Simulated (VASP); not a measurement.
A run of VASP 6.6.1 is set up as follows.

INCAR

```
  ALGO = Fast
  EDIFF = 1E-7
  EDIFFG = -0.005
  ENCUT = 600
  GGA = PE
  IBRION = 2
  ISIF = 3
  ISMEAR = 0
  IVDW = 12
  LASPH = T
  LCHARG = F
  LREAL = F
  LWAVE = F
  NELM = 100
  NSW = 100
  PREC = Accurate
  SIGMA = 0.02
```

File KPOINTS:

```
k-points
0
Gamma
  8 8 4
```

File POSCAR:

```
F
1.0
    2.7536348604     -1.6412147341     -0.0040556897
    2.7536348604      1.6412147341     -0.0040556897
   -1.5472437683      0.0000000000      7.2665962729
F
4
Direct
    0.9589196085      0.5709414390      0.0937117894
    0.4290585610      0.0410803915      0.4062882106
    0.0410803915      0.4290585610      0.9062882106
    0.5709414390      0.9589196085      0.5937117894
```

Potentials or basis: VASP PAW PBE potentials, release 64 (F).

Command:

```bash
$ cat potpaw_PBE.64/F/POTCAR > POTCAR
$ mpirun -np 1 vasp_std > vasp.out
```

Predict the relaxed volume.

15.74 Å³/atom.

What does it give for the relaxed cell?

a = 3.225 Å, b = 3.225 Å, c = 6.679 Å, α = 92.87°, β = 92.87°, γ = 65.22°.

Forces on the atoms (eV/Å):
```
F   -0.001  0.002  0.002
F    0.001  0.002 -0.002
F    0.001 -0.002 -0.002
F   -0.001 -0.002  0.002
```
